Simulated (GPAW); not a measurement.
# CoO: single point from a typed occupation with PBE+U

The system is CoO.

```
CELL_PARAMETERS angstrom
2.57053 0.00000 0.00000
0.00000 2.57053 0.00000
0.00000 0.00000 2.57053
ATOMIC_POSITIONS crystal
Co 0.00000 0.00000 0.00000
O 0.50000 0.50000 0.50000
```

Measurements of this composition are mostly on another form, of space group No. 225.

```yaml
Program: GPAW 26.7.0
Task: single point from a typed occupation
Functional: PBE
Potentials_or_basis: GPAW PAW data sets (gpaw-data 1.2.1)
Cutoff: 600 eV
Basis: pw
k_mesh: 7 × 7 × 7
Occupations: gaussian, width 0.05 eV
Spin: collinear spin, ferromagnetic start
Starting_moments: "[1.0, 0.0] μB"
Hubbard_terms: Co d U = 2 eV
Maxiter: 120
start_of_the_occupation_matrix: low_spin_xy_yz_xz_first
cycles_with_the_matrix_held: 15
Convergence: density=0.0001 energy=1e-05
Symmetry: point_group=False
```

```yaml
Pressure: 15.7 GPa
Band_gap_on_the_k_mesh: 1.31 eV, direct
Net_moment: 3.00 μB per cell
Site_moments: Co +2.58; O +0.25 μB
```

Levels at points of the mesh, in eV from the valence-band top:
Spin up:
| k point | band 5 | band 6 | band 7 | band 8 | band 9 | band 10 | band 11 | band 12 | band 13 | band 14 |
| --- | --- | --- | --- | --- | --- | --- | --- | --- | --- | --- |
| (0.00, 0.00, 0.00) | -3.41 | -3.41 | -2.16 | -2.16 | -2.16 | 1.53 | 16.05 | 16.05 | 21.15 | 21.15 |
Spin down:
| k point | band 3 | band 4 | band 5 | band 6 | band 7 | band 8 | band 9 | band 10 |
| --- | --- | --- | --- | --- | --- | --- | --- | --- |
| (0.00, 0.00, 0.00) | -3.25 | -1.57 | -1.57 | -1.57 | 2.26 | 2.31 | 2.31 | 2.31 |

Eigenvalues of the final occupation matrices:
| site | spin | trace | eigenvalues |
| --- | --- | --- | --- |
| atom 1  | 1 | 5.08 | 0.99 0.99 1.03 1.03 1.03 |
| atom 1  | 2 | 2.23 | 0.11 0.11 0.11 0.95 0.95 |

Wall time 5.2 min on 1 thread of Intel(R) Xeon(R) Processor @ 2.70GHz, with other jobs on the host, peak memory 0.21 GiB.

Caveat: the cutoff is short for stress and forces, so pressures can be off by a GPa or more; the occupation matrix was held by a function in the script for the first cycles and then freed; the end state hangs on it; an odd mesh through Γ misses points on the zone boundary, where band edges often lie; a cell with one magnetic atom can't hold antiferromagnetic order, which such compounds often take.
